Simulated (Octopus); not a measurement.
## MnO in Octopus: the effect of Hubbard term

The system is MnO.

```xyz
2
Lattice="0.0000 2.2239 2.2239 2.2239 0.0000 2.2239 2.2239 2.2239 0.0000" Properties=species:S:1:pos:R:3 pbc="T T T"
Mn    0.0000    0.0000    0.0000
O     2.2239    2.2239    2.2239
```

The cell is a database's computed one.

Alike in all runs:

* Program: Octopus 16.4
* Task: density of states
* Functional: PBE
* Potentials or basis: pseudodojo_pbe (PseudoDojo 0.5, PBE)
* Grid spacing: 0.150 Å
* k mesh: 5 × 5 × 5
* Occupations: fermi-dirac, width 0.05 eV
* Spin: collinear spin, ferromagnetic start
* Starting moments: [8.0, 0.0] μB
* Eigensolver: chebyshev_filter
* k-point symmetries used: yes
* ConvRelDens: 1e-06
* ExtraStates: 17
* DerivativesOrder: 8

Q: One run gave: gap on the mesh 0.74 eV. Which Hubbard term did it use?
A. none
B. Mn d U = 8 eV
C. Mn d U = 6 eV
D. Mn d U = 2 eV
E. Mn d U = 4 eV

A: C.

| Hubbard term | gap on the mesh (eV) |
| --- | --- |
| none | none |
| Mn d U = 2 eV | none |
| Mn d U = 4 eV | 0.43 |
| Mn d U = 6 eV | 0.74 |
| Mn d U = 8 eV | 0.97 |

Caveats: all runs use coarse meshes; the program's energy grid is too thin for its DOS broadening, so the DOS isn't listed; a cell with one magnetic atom can't hold antiferromagnetic order, which such compounds often take; U acts on the potentials' truncated atomic orbitals, so values differ from other programs' at the same U, and they weren't checked against one (some runs); an odd mesh through Γ misses points on the zone boundary, where band edges often lie (some runs); semilocal functionals often make such compounds metallic where correlation or magnetic order opens a gap, which also shifts bond lengths (some runs).

A gap of «none» marks a metal or a gap under the smearing width.
